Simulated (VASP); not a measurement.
# MgO (Periclase) (Fm-3m) in VASP: notebook

One crystal, MgO (Periclase), is run at these levels: PBE, LDA; tasks: relaxation of cell and atoms.

Everything below comes from runs of VASP 6.6.1. Logs are shortened: lines on timing, memory, paths and dates and some standing lists are left out, and cuts for length are marked.

**1. The crystal as given**

The structure is cubic, space group Fm-3m (No. 225). Conventional cell: a = 4.217 Å, b = 4.217 Å, c = 4.217 Å, α = 90.00°, β = 90.00°, γ = 90.00°. Around Mg (site symmetry m-3m) lie 6 O at 2.11 Å. O (site symmetry m-3m) is surrounded by 6 Mg at 2.11 Å.

**2. Relaxation of cell and atoms, PBE, target pressure 13.3 GPa, at which the enthalpy is minimised**

INCAR reads:

```
PREC = Accurate
ENCUT = 600
EDIFF = 1E-6
ISMEAR = 0
SIGMA = 0.03
LREAL = F
LASPH = T
NELM = 80
ALGO = Normal
ISIF = 3
LWAVE = F
LCHARG = F
GGA = PE
IBRION = 2
NSW = 90
EDIFFG = -0.01
PSTRESS = 133.0
```

KPOINTS reads:

```
regular mesh
0
Gamma
  12 12 12
```

POSCAR reads:

```
MgO
1.0
    0.0000000000      2.1085000000      2.1085000000
    2.1085000000      0.0000000000      2.1085000000
    2.1085000000      2.1085000000      0.0000000000
Mg O
1 1
Direct
    0.0000000000      0.0000000000      0.0000000000
    0.5000000000      0.5000000000      0.5000000000
```

Potentials or basis: VASP PAW PBE potentials, release 64 (Mg, O).

Run with:

```
$ cat potpaw_PBE.64/Mg/POTCAR potpaw_PBE.64/O/POTCAR > POTCAR
$ mpirun -np 1 vasp_std > vasp.out
```

OUTCAR:

```text
PREC = Accurate
   ENCUT = 600
   EDIFF = 1E-6
   ISMEAR = 0
   LREAL = F
   LASPH = T
   NELM = 80
   ISIF = 3
   GGA = PE
   IBRION = 2
   NSW = 90
   EDIFFG = -0.01
   PSTRESS = 133.0

 ion  position               nearest neighbor table
   1  0.000  0.000  0.000-   2 2.11   2 2.11   2 2.11   2 2.11   2 2.11   2 2.11
   2  0.500  0.500  0.500-   1 2.11   1 2.11   1 2.11   1 2.11   1 2.11   1 2.11

  LATTYP: Found a face centered cubic cell.
 ALAT       =     4.2170000000

  Lattice vectors:

 A1 = (   0.0000000000,   2.1085000000,   2.1085000000)
 A2 = (   2.1085000000,   0.0000000000,   2.1085000000)
 A3 = (   2.1085000000,   2.1085000000,   0.0000000000)

Analysis of symmetry for initial positions (statically):
=====================================================================
 Subroutine PRICEL returns:
 Original cell was already a primitive cell.

 Routine SETGRP: Setting up the symmetry group for a
 face centered cubic supercell.

 Subroutine GETGRP returns: Found 48 space group operations
 (whereof 48 operations were pure point group operations)
 out of a pool of 48 trial point group operations.

The static configuration has the point symmetry O_h .

Analysis of symmetry for dynamics (positions and initial velocities):
=====================================================================
 Subroutine PRICEL returns:
 Original cell was already a primitive cell.

 Routine SETGRP: Setting up the symmetry group for a
 face centered cubic supercell.

 Subroutine GETGRP returns: Found 48 space group operations
 (whereof 48 operations were pure point group operations)
 out of a pool of 48 trial point group operations.

The dynamic configuration has the point symmetry O_h .

 Subroutine INISYM returns: Found 48 space group operations
 (whereof 48 operations are pure point group operations),
 and found     1 'primitive' translations

----------------------------------------------------------------------------------------

                                     Primitive cell

  volume of cell :      18.7478

  direct lattice vectors                    reciprocal lattice vectors
     0.000000000  2.108500000  2.108500000    -0.237135404  0.237135404  0.237135404
     2.108500000  0.000000000  2.108500000     0.237135404 -0.237135404  0.237135404
     2.108500000  2.108500000  0.000000000     0.237135404  0.237135404 -0.237135404

  length of vectors
     2.981869296  2.981869296  2.981869296     0.410730569  0.410730569  0.410730569

  position of ions in fractional coordinates (direct lattice)
     0.000000000  0.000000000  0.000000000
     0.500000000  0.500000000  0.500000000

  ion indices of the primitive-cell ions
   primitive index   ion index
                 1           1
                 2           2

----------------------------------------------------------------------------------------

 KPOINTS: regular mesh

Automatic generation of k-mesh.
 Grid dimensions read from file:
 generate k-points for:   12   12   12

 Generating k-lattice:

  Cartesian coordinates                     Fractional coordinates (reciprocal lattice)
    -0.019761284  0.019761284  0.019761284     0.083333333  0.000000000  0.000000000
     0.019761284 -0.019761284  0.019761284     0.000000000  0.083333333  0.000000000
     0.019761284  0.019761284 -0.019761284     0.000000000  0.000000000  0.083333333

  Length of vectors
     0.034227547  0.034227547  0.034227547

  Shift w.r.t. Gamma in fractional coordinates (k-lattice)
     0.000000000  0.000000000  0.000000000

 Subroutine IBZKPT returns following result:
 ===========================================

 Found     72 irreducible k-points:

 Following reciprocal coordinates:
            Coordinates               Weight
  0.000000  0.000000  0.000000      1.000000
  0.083333  0.000000  0.000000      8.000000
  0.166667  0.000000  0.000000      8.000000
  0.250000  0.000000  0.000000      8.000000
  0.333333  0.000000  0.000000      8.000000
  0.416667  0.000000  0.000000      8.000000
[... 16 lines left out ...]
  0.500000  0.166667  0.000000     24.000000
 -0.416667  0.166667  0.000000     24.000000
 [... further k-points ...]
   k-points           NKPTS =     72   k-points in BZ     NKDIM =     72   number of bands    NBANDS=      8
   number of dos      NEDOS =    301   number of ions     NIONS =      2
   total plane-waves  NPLWV =  13824
   dimension x,y,z NGX =    24 NGY =   24 NGZ =   24
   dimension x,y,z NGXF=    48 NGYF=   48 NGZF=   48
   ions per type =               1   1
   NGX,Y,Z   is equivalent  to a cutoff of  13.38, 13.38, 13.38 a.u.
   NGXF,Y,Z  is equivalent  to a cutoff of  26.76, 26.76, 26.76 a.u.
 SYSTEM =  unknown system
   PREC   = accura    normal or accurate (medium, high low for compatibility)
   ISTART =      0    job   : 0-new  1-cont  2-samecut
   ICHARG =      2    charge: 1-file 2-atom 10-const
   ISPIN  =      1    spin polarized calculation?
   LNONCOLLINEAR =      F non collinear calculations
   LSORBIT =      F    spin-orbit coupling
   LASPH  =      T    aspherical Exc in radial PAW
   ENCUT  =  600.0 eV  44.10 Ry    6.64 a.u.   5.96  5.96  5.96*2*pi/ulx,y,z
   NELM   =     80;   NELMIN=  2; NELMDL= -5     # of ELM steps
   EDIFF  = 0.1E-05   stopping-criterion for ELM
   LREAL  =      F    real-space projection
   EDIFFG = -.1E-01   stopping-criterion for IOM
   NSW    =     90    number of steps for IOM
   IBRION =      2    ionic relax: 0-MD 1-quasi-New 2-CG
   NFREE  =      1    steps in history (QN), initial steepest desc. (CG)
   ISIF   =      3    stress and relaxation
   ISYM   =      2    0-nonsym 1-usesym 2-fastsym
   POTIM  = 0.5000    time-step for ionic-motion
   TEBEG  =    0.0;   TEEND  =   0.0 temperature during run
   PSTRESS=  133.0 pullay stress
   NELECT =       8.0000    total number of electrons
   NUPDOWN=      -1.0000    fix difference up-down
   EMIN   =  10.00;   EMAX   =-10.00  energy-range for DOS
   EFERMI =   0.00;   METHOD = LEGACY
   ISMEAR =     0;   SIGMA  =   0.03  broadening in eV -4-tet -1-fermi 0-gaus
   EFERMI_NEDOS =   21; number of points for ismear=-14 and -15
   IALGO  =     38    algorithm
   IMIX   =      4    mixing-type and parameters
     AMIX     =   0.40;   BMIX     =  1.00
     AMIX_MAG =   1.60;   BMIX_MAG =  1.00
  volume/ion in A,a.u.               =       9.37        63.26
  Fermi-wavevector in a.u.,A,eV,Ry     =   1.232503  2.329092 20.668107  1.519063
  Thomas-Fermi vector in A             =   2.367270
   LORBIT       =      0    0 simple, 1 ext, 2 COOP (PROOUT), +10 PAW based schemes
   GGA     = PE    functional components
   LHFCALC =     F    Hartree Fock is set to
   AEXX    =    0.0000 exact exchange contribution
   IVDW    =     0    specifies the selected vdW correction
   LEPSILON=     F    determine dielectric tensor
   LRPA    =     F    only Hartree local field effects (RPA)
 conjugate gradient relaxation of ions
 non-spin polarized calculation
 Gauss-broadening in eV      SIGMA  =   0.03
  energy-cutoff  :      600.00
  volume of cell :       18.75
 maximum number of plane-waves:       642
   NGX = 11   NGY = 11   NGZ = 11

--------------------------------------- Ionic step        1  -------------------------------------------

 number of electron       8.0000005 magnetization

 Free energy of the ion-electron system (eV)
  ---------------------------------------------------
  ext. energy  EPLUGINS =         0.00000000
  ---------------------------------------------------
  free energy    TOTEN  =       -11.91049839 eV

  energy without entropy =      -11.91049839  energy(sigma->0) =      -11.91049839

------------------------ aborting loop because EDIFF is reached ----------------------------------------

  FORCE on cell =-STRESS in cart. coord.  units (eV):
  Direction    XX          YY          ZZ          XY          YZ          ZX
  --------------------------------------------------------------------------------------
  -------------------------------------------------------------------------------------
  Total        0.3614761      0.3614761      0.3614761      0.0000000      0.0000000     -0.0000000
  in kB       30.8915279     30.8915279     30.8915279      0.0000000      0.0000000     -0.0000000
  external PRESSURE =    -102.1084721 kB  Pullay stress =     133.0000000 kB
[... 61 lines left out ...]
  enthalpy is  TOTEN    =       -10.3754527221 eV   P V=        1.4255755537

--------------------------------------- Ionic step        3  -------------------------------------------

 number of electron       7.9999998 magnetization

 Free energy of the ion-electron system (eV)
  ---------------------------------------------------
  ext. energy  EPLUGINS =         0.00000000
  ---------------------------------------------------
  free energy    TOTEN  =       -11.86054778 eV

  energy without entropy =      -11.86054778  energy(sigma->0) =      -11.86054778

 E-fermi :   3.7628     XC(G=0): -11.3252

 val. band max:        3.5825040158   @ k =   0.0000   0.0000   0.0000
 cond. band min:       8.8297081993   @ k =   0.0000   0.0000   0.0000
 fundamental gap:      5.2472041835
 Fermi energy:         3.7627677039

 k-point     1 :       0.0000    0.0000    0.0000
  band No.  band energies     occupation
      1     -13.9525      2.00000
      2       3.5825      2.00000
      3       3.5825      2.00000
      4       3.5825      2.00000
      5       8.8297      0.00000
      6      19.6773      0.00000
      7      19.6773      0.00000
      8      19.6773      0.00000
[... 243 lines left out ...]
 k-point    24 :      -0.4167    0.1667    0.0000
  band No.  band energies     occupation
      1     -12.4413      2.00000
      2      -0.8435      2.00000
      3       1.9047      2.00000
      4       2.7370      2.00000
      5      12.9999      0.00000
      6      16.4704      0.00000
      7      18.3429      0.00000
      8      21.1286      0.00000

 [... further k-points ...]

------------------------ aborting loop because EDIFF is reached ----------------------------------------

  FORCE on cell =-STRESS in cart. coord.  units (eV):
  Direction    XX          YY          ZZ          XY          YZ          ZX
  --------------------------------------------------------------------------------------
  -------------------------------------------------------------------------------------
  Total        1.4701305      1.4701305      1.4701305      0.0000000      0.0000000     -0.0000000
  in kB      132.7543367    132.7543367    132.7543367      0.0000000      0.0000000     -0.0000000
  external PRESSURE =      -0.2456633 kB  Pullay stress =     133.0000000 kB
[... 17 lines left out ...]
  FREE ENERGIE OF THE ION-ELECTRON SYSTEM (eV)
  ---------------------------------------------------
  free  energy   TOTEN  =       -11.8605477794 eV

  energy  without entropy=      -11.8605477794  energy(sigma->0) =      -11.86054778

  enthalpy is  TOTEN    =       -10.3876967899 eV   P V=        1.4728509895

 reached required accuracy - stopping structural energy minimisation
```

It took 17 s on 1 thread of Intel Xeon Platinum 8259CL at 2.50GHz (Skylake/Cascade Lake), shared host; peak memory 0.15 GiB.

Results:

- Free energy: -11.8605 eV
- Relaxed volume: 8.87 Å³/atom
- Relaxed cell: a = 2.928 Å, b = 2.928 Å, c = 2.928 Å, α = 60.00°, β = 60.00°, γ = 60.00°
- Space group after relaxing (to 0.05 Å): Fm-3m (No. 225)
- Energy change on relaxing (the enthalpy is what falls): +25.0 meV/atom
- Ionic steps: 3
- Pressure after relaxing: 13.3 GPa
- Band gap on the k mesh: 5.25 eV, direct

Step by step:
| step | energy change (eV) | largest force (eV/Å) | pressure (GPa) | volume (Å³) |
| --- | --- | --- | --- | --- |
| 1 | 0.0000 | 0.0000 | 3.09 | 18.75 |
| 2 | 0.1095 | 0.0000 | 20.41 | 17.17 |
| 3 | 0.0500 | 0.0000 | 13.28 | 17.74 |

Final structure:
```yaml
crystal:
  lattice:
    - [0.00000, 2.07012, 2.07012]
    - [2.07012, 0.00000, 2.07012]
    - [2.07012, 2.07012, 0.00000]
  atoms:
    - { symbol: Mg, position: [0.00000, 0.00000, 0.00000] }
    - { symbol: O, position: [0.50000, 0.50000, 0.50000] }
```

Caveat: the cell is relaxed towards a set pressure, so the enthalpy falls and the energy may rise. Expect the measured gap to be larger: semilocal functionals such as PBE lack the derivative discontinuity.

**3. Relaxation of cell and atoms, PBE, target pressure 13.3 GPa, at which the enthalpy is minimised**

This run uses another cell than the first one, of 8.87 Å³/atom, 0.946 times its volume.

Edit INCAR of step 2 so:

```diff
@@ -2,3 +2,3 @@
 ENCUT = 600
-EDIFF = 1E-6
+EDIFF = 1E-7
 ISMEAR = 0
@@ -15,3 +15,3 @@
 NSW = 90
-EDIFFG = -0.01
+EDIFFG = -0.005
 PSTRESS = 133.0
```

KPOINTS is that of step 2.

POSCAR reads:

```
MgO                                     
1.0
   -0.0000000000      2.0701218955      2.0701218955
    2.0701218955      0.0000000000      2.0701218955
    2.0701218955      2.0701218955     -0.0000000000
  Mg              O             
     1     1
Direct
     0.0000000000000000    0.0000000000000000    0.0000000000000000
     0.5000000000000000    0.5000000000000000    0.5000000000000000
```

Potentials or basis: VASP PAW PBE potentials, release 64 (Mg, O).

Run with:

```
$ cat potpaw_PBE.64/Mg/POTCAR potpaw_PBE.64/O/POTCAR > POTCAR
$ mpirun -np 1 vasp_std > vasp.out
```

It took 8.6 s on 1 thread of Intel Xeon Platinum 8259CL at 2.50GHz (Skylake/Cascade Lake), shared host; peak memory 0.14 GiB.

The run converged. Its results:

```
Free energy             : -11.8577 eV
Pressure after relaxing : 13.3 GPa
Band gap on the k mesh  : 5.25 eV, direct
```

Final structure:
```
CELL_PARAMETERS angstrom
0.00000 2.07012 2.07012
2.07012 0.00000 2.07012
2.07012 2.07012 0.00000
ATOMIC_POSITIONS crystal
Mg 0.00000 0.00000 0.00000
O 0.50000 0.50000 0.50000
```

Levels at points of the mesh, in eV from the valence-band top:
| k point | band 2 | band 3 | band 4 | band 5 | band 6 | band 7 |
| --- | --- | --- | --- | --- | --- | --- |
| (0.00, 0.00, 0.00) | 0.00 | 0.00 | 0.00 | 5.25 | 16.09 | 16.09 |
| (0.50, 0.00, 0.00) | -4.85 | -0.71 | -0.71 | 8.23 | 13.20 | 16.85 |
| (0.50, 0.50, 0.00) | -4.30 | -1.42 | -1.42 | 9.18 | 10.55 | 13.66 |

Caveat: the relaxation stopped at its first step, so nothing moved; the cell is relaxed towards a set pressure, so the enthalpy falls and the energy may rise. PBE gaps usually lie below the measured ones, often by a third to a half.

(Part 1 of 2 ends here.)
